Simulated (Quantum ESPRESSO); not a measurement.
Write the native input for Quantum ESPRESSO 7.5 that does the following.

```yaml
Task: band structure
Functional: PBEsol
Potentials_or_basis: PseudoDojo 0.4.1 SR PBEsol standard
Cutoff: 980 eV
Density_cutoff: 3918 eV
k_mesh: 11 × 11 × 6
Occupations: fermi-dirac, width 0.05 eV
Spin: no spin polarisation
Mixing_beta: 0.5
Most_SCF_iterations: 120
SCF_threshold: 4e-10 Ry
```

Crystal: Re.

```
Re
1.0
     2.76080    0.00000    0.00000
    -1.38040    2.39092    0.00000
     0.00000    0.00000    4.45820
Re
2
Cartesian
  1.3804 0.7970 3.3436
  0.0000 1.5939 1.1145
```

The input as run:

pw.in

```
&CONTROL
  calculation = 'scf'
  prefix = 'pwscf'
  outdir = './tmp'
  pseudo_dir = './pseudo'
  tprnfor = .true.
  tstress = .true.
  disk_io = 'low'
/
&SYSTEM
  ibrav = 0
  nat = 2
  ntyp = 1
  ecutwfc = 72
  nbnd = 22
  occupations = 'smearing'
  smearing = 'fd'
  degauss = 0.00367493
/
&ELECTRONS
  conv_thr = 4d-10
  electron_maxstep = 120
  mixing_beta = 0.5
/
ATOMIC_SPECIES
Re   186.2070 Re.upf
CELL_PARAMETERS bohr
   5.2171558849    0.0000000000    0.0000000000
  -2.6085779424    4.5181895319    0.0000000000
   0.0000000000    0.0000000000    8.4247770088
ATOMIC_POSITIONS bohr
Re     2.6085779427    1.5060631771    6.3185827566
Re    -0.0000000003    3.0121263547    2.1061942522
K_POINTS automatic
11 11 6 0 0 0
```

bands.in

```
&CONTROL
  calculation = 'bands'
  prefix = 'pwscf'
  outdir = './tmp'
  pseudo_dir = './pseudo'
  disk_io = 'low'
  verbosity = 'high'
/
&SYSTEM
  ibrav = 0
  nat = 2
  ntyp = 1
  ecutwfc = 72
  nbnd = 22
  occupations = 'smearing'
  smearing = 'fd'
  degauss = 0.00367493
/
&ELECTRONS
  conv_thr = 1d-08
  electron_maxstep = 120
  mixing_beta = 0.5
  diago_full_acc = .true.
/
ATOMIC_SPECIES
Re   186.2070 Re.upf
CELL_PARAMETERS bohr
   5.2171558849    0.0000000000    0.0000000000
  -2.6085779424    4.5181895319    0.0000000000
   0.0000000000    0.0000000000    8.4247770088
ATOMIC_POSITIONS bohr
Re     2.6085779427    1.5060631771    6.3185827566
Re    -0.0000000003    3.0121263547    2.1061942522
K_POINTS crystal
60
 0.0000000000  0.0000000000  0.0000000000 1
 0.0714285714  0.0000000000  0.0000000000 1
 0.1428571429  0.0000000000  0.0000000000 1
 0.2142857143  0.0000000000  0.0000000000 1
 0.2857142857  0.0000000000  0.0000000000 1
 0.3571428571  0.0000000000  0.0000000000 1
 0.4285714286  0.0000000000  0.0000000000 1
 0.5000000000  0.0000000000  0.0000000000 1
 0.4583333333  0.0833333333  0.0000000000 1
 0.4166666667  0.1666666667  0.0000000000 1
 0.3750000000  0.2500000000  0.0000000000 1
 0.3333333333  0.3333333333  0.0000000000 1
 0.2962962963  0.2962962963  0.0000000000 1
 0.2592592593  0.2592592593  0.0000000000 1
 0.2222222222  0.2222222222  0.0000000000 1
 0.1851851852  0.1851851852  0.0000000000 1
 0.1481481481  0.1481481481  0.0000000000 1
 0.1111111111  0.1111111111  0.0000000000 1
 0.0740740741  0.0740740741  0.0000000000 1
 0.0370370370  0.0370370370  0.0000000000 1
 0.0000000000  0.0000000000  0.0000000000 1
 0.0000000000  0.0000000000  0.1250000000 1
 0.0000000000  0.0000000000  0.2500000000 1
 0.0000000000  0.0000000000  0.3750000000 1
 0.0000000000  0.0000000000  0.5000000000 1
 0.0625000000  0.0000000000  0.5000000000 1
 0.1250000000  0.0000000000  0.5000000000 1
 0.1875000000  0.0000000000  0.5000000000 1
 0.2500000000  0.0000000000  0.5000000000 1
 0.3125000000  0.0000000000  0.5000000000 1
 0.3750000000  0.0000000000  0.5000000000 1
 0.4375000000  0.0000000000  0.5000000000 1
 0.5000000000  0.0000000000  0.5000000000 1
 0.4666666667  0.0666666667  0.5000000000 1
 0.4333333333  0.1333333333  0.5000000000 1
 0.4000000000  0.2000000000  0.5000000000 1
 0.3666666667  0.2666666667  0.5000000000 1
 0.3333333333  0.3333333333  0.5000000000 1
 0.3030303030  0.3030303030  0.5000000000 1
 0.2727272727  0.2727272727  0.5000000000 1
 0.2424242424  0.2424242424  0.5000000000 1
 0.2121212121  0.2121212121  0.5000000000 1
 0.1818181818  0.1818181818  0.5000000000 1
 0.1515151515  0.1515151515  0.5000000000 1
 0.1212121212  0.1212121212  0.5000000000 1
 0.0909090909  0.0909090909  0.5000000000 1
 0.0606060606  0.0606060606  0.5000000000 1
 0.0303030303  0.0303030303  0.5000000000 1
 0.0000000000  0.0000000000  0.5000000000 1
 0.5000000000  0.0000000000  0.5000000000 1
 0.5000000000  0.0000000000  0.4000000000 1
 0.5000000000  0.0000000000  0.3000000000 1
 0.5000000000  0.0000000000  0.2000000000 1
 0.5000000000  0.0000000000  0.1000000000 1
 0.5000000000  0.0000000000  0.0000000000 1
 0.3333333333  0.3333333333  0.0000000000 1
 0.3333333333  0.3333333333  0.1250000000 1
 0.3333333333  0.3333333333  0.2500000000 1
 0.3333333333  0.3333333333  0.3750000000 1
 0.3333333333  0.3333333333  0.5000000000 1
```

Potentials or basis: PseudoDojo 0.4.1 SR PBEsol standard.

Command:

```console
$ OMP_NUM_THREADS=1 pw.x -in pw.in > pw.out
$ OMP_NUM_THREADS=1 pw.x -in bands.in > bands.out
```

It gave:

The pressure is -4.3 GPa and the band gap on the k mesh is none (metal or under the smearing width).

Caveat: spin-orbit coupling is left out, which moves the levels of the heavy elements.

Wall time 43 s on 1 thread of Intel(R) Xeon(R) Platinum 8488C (Sapphire Rapids), with other jobs on the host, peak memory 0.1 GiB.
